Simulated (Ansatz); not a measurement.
ZnS under changes of volume

One of the cells (19.727 Å³/atom); the others are scaled copies at fixed shape and fractional positions:

```
CELL_PARAMETERS angstrom
0.00000 2.70200 2.70200
2.70200 0.00000 2.70200
2.70200 2.70200 0.00000
ATOMIC_POSITIONS crystal
Zn 0.75000 0.75000 0.75000
S 0.00000 0.00000 0.00000
```

| Item | Value |
| --- | --- |
| Program | Ansatz 0.2.0 |
| Functional | PBE |
| Potentials or basis | JTH PAW |
| Cutoff | 1080 eV (not typed: the program's choice for these potentials) |
| k mesh | 9 × 9 × 9 |
| Occupations | fermi-dirac, width 0.05 eV |
| Spin | no spin polarisation |

| volume (Å³/atom) | energy over the lowest point (meV/atom) | pressure (GPa) | gap on the mesh (eV) |
| --- | --- | --- | --- |
| 18.543 | ? | ? | ? |
| 18.938 | 17.53 | 4.9 | 2.28 |
| 19.332 | 7.64 | 3.1 | 2.19 |
| 19.727 | 1.94 | 1.5 | 2.10 |
| 20.121 | 0.00 | 0.1 | 2.01 |
| 20.516 | 1.45 | -1.2 | 1.93 |
| 20.910 | 5.94 | -2.4 | 1.85 |

Question: What does the run at 18.543 Å³/atom give?

Answer: Energy over the lowest point 32.10 meV/atom; pressure 6.9 GPa; gap on the mesh 2.37 eV.

Worked out: A Birch-Murnaghan fit of order 3 (a polynomial in V^(-2/3)) to the other rows has its minimum at 20.14 Å³/atom with B0 = V·E''(V) = 70 GPa and B' = 4.4. It gives 32.12 meV/atom at 18.543 Å³/atom, against the run's 32.10, and -dE/dV = 6.9 GPa, against 6.9. A straight line through the other rows of the gap, of slope -4.36 eV per unit of ln V (its deformation potential), extrapolates to 2.37 eV, against the run's 2.37.

Energies are extrapolated to zero smearing.

Caveats: odd divisions of the mesh miss points on the zone boundary, where band edges often lie, so the gap on the mesh can be too wide.
